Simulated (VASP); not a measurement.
Set up this calculation in VASP 6.6.1, as the native input.

| Property | Result |
| --- | --- |
| Task | single point |
| Functional | PBE |
| Potentials or basis | VASP PAW PBE potentials, release 64 (Si) |
| Cutoff | 520 eV |
| k mesh | 12 × 12 × 11 |
| Occupations | gaussian, width 0.011 eV |
| Spin | no spin polarisation |
| Further INCAR settings | ALGO = Normal; EDIFF = 1e-06; NBANDS = 8 |

The structure of Si lies in POSCAR:

```
Si
1.0
    2.6205428149      0.0000000000      0.0000000000
   -1.3102714075      2.2694566494      0.0000000000
    0.0000000000      0.0000000000      2.4663543900
Si
1
Direct
    0.0000000000      0.0000000000      0.0000000000
```

This isn't the form of Si at room conditions, which is diamond.

One way to write it, as run:

INCAR

```
SYSTEM = Si
PREC     = Accurate       ! precision mode
ENCUT    = 520            ! plane-wave cutoff, eV
EDIFF    = 1E-6           ! SCF threshold, eV
ISMEAR   = 0              ! smearing method
SIGMA    = 0.011          ! smearing width, eV
LREAL    = .False.        ! projectors in reciprocal space
LASPH    = .True.         ! aspherical terms in the spheres
NELM     = 60             ! most SCF steps
ALGO     = Normal         ! electronic algorithm
ISIF     = 2              ! what is computed and relaxed
LWAVE    = .False.        ! write WAVECAR
LCHARG   = .True.         ! write CHGCAR
GGA      = PE             ! functional
LELF     = .True.         ! ELF
LVHAR    = .True.       
NBANDS   = 8              ! bands
```

KPOINTS

```
Automatic mesh
0
Gamma
  12 12 11
  0 0 0
```

Potentials or basis: VASP PAW PBE potentials, release 64 (Si).

Launch:

```bash
$ cat potpaw_PBE.64/Si/POTCAR > POTCAR
$ mpirun -np 1 vasp_std > vasp.out
```

It gave:

```
Pressure               : 3.0 GPa
Band gap on the k mesh : none (metal or under the smearing width)
```

It used 5.9 s of CPU time on 1 thread of Intel(R) Xeon(R) Platinum 8488C (Sapphire Rapids) (shared host), which was overloaded at the time.
